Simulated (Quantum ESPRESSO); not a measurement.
**BP under changes of volume**

One of the cells (11.682 Å³/atom); the others are scaled copies at fixed shape and fractional positions:

```xyz
2
Lattice="0.0000 2.2690 2.2690 2.2690 0.0000 2.2690 2.2690 2.2690 0.0000" Properties=species:S:1:pos:R:3 pbc="T T T"
P     3.4035    3.4035    3.4035
B     0.0000    0.0000    0.0000
```

| Quantity | Value |
| --- | --- |
| Program | Quantum ESPRESSO 7.5 |
| Functional | PBE |
| Potentials or basis | SSSP 1.3 efficiency PBE |
| Cutoff | 748 eV |
| Density cutoff | 5987 eV |
| k mesh | 10 × 10 × 10 |
| Occupations | fermi-dirac, width 0.05 eV |
| Spin | no spin polarisation |

```tsv
volume (Å³/atom)	energy over the lowest point (meV/atom)	pressure (GPa)	gap on the mesh (eV)
10.981	29.14	12.6	1.16
11.214	13.73	8.4	1.19
11.448	4.20	4.6	1.22
11.682	0.00	1.1	1.25
11.915	0.65	-2.1	1.27
12.149	?	?	?
12.383	14.79	-7.6	1.32
```

What does the run at 12.149 Å³/atom give?

Energy over the lowest point 5.71 meV/atom; pressure -4.9 GPa; gap on the mesh 1.30 eV.

Worked out: A Birch-Murnaghan fit of order 3 (a polynomial in V^(-2/3)) to the other rows has its minimum at 11.76 Å³/atom with B0 = V·E''(V) = 162 GPa and B' = 3.9. It gives 5.72 meV/atom at 12.149 Å³/atom, against the run's 5.71, and -dE/dV = -4.9 GPa, against -4.9. A straight line through the other rows of the gap, of slope 1.33 eV per unit of ln V, gives 1.30 eV, against the run's 1.30.

Energies are extrapolated to zero smearing.

A mesh can miss the band edges.
